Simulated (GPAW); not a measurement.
CuI (Marshite):

```
I Cu
1.0
     0.00000    3.03150    3.03150
     3.03150    0.00000    3.03150
     3.03150    3.03150    0.00000
I Cu
1 1
Direct
  0.00000 0.00000 0.00000
  0.75000 0.75000 0.75000
```

```yaml
Program: GPAW 26.7.0
Task: relaxation of cell and atoms
Functional: PBEsol
Potentials_or_basis: PAW data sets generated in the run's folder for this functional
Cutoff: 600 eV
Basis: pw
k_mesh: 8 × 8 × 8
Occupations: fermi-dirac, width 0.05 eV
Spin: no spin polarisation
```

At the start: pressure -1.9 GPa; volume 27.86 Å³/atom.

**Question.** Where does the relaxation end?

**Answer.** Over 4 steps the energy falls by 7.2 meV/atom and the volume is 26.65 Å³/atom (-4.4 %); space group F-43m (No. 216, to 0.05 Å).

Step by step:
| step | energy change (eV) | largest force (eV/Å) | pressure (GPa) | volume (Å³) |
| --- | --- | --- | --- | --- |
| 1 | 0.0000 | 0.0000 | -1.93 | 55.72 |
| 2 | -0.0043 | 0.0000 | -1.65 | 55.32 |
| 3 | -0.0143 | 0.0000 | 0.14 | 53.13 |
| 4 | -0.0145 | 0.0000 | -0.01 | 53.29 |

Final structure:
```yaml
crystal:
  lattice:
    - [0.00000, 2.98683, 2.98683]
    - [2.98683, 0.00000, 2.98683]
    - [2.98683, 2.98683, 0.00000]
  atoms:
    - { symbol: I, position: [0.00000, 0.00000, 0.00000] }
    - { symbol: Cu, position: [0.75000, 0.75000, 0.75000] }
```

Caveat: with this Cu data set, volumes or pressures lay over 1.5 % or 2 GPa off other programs in two to four cells of ten; later steps reuse the first step's grids.
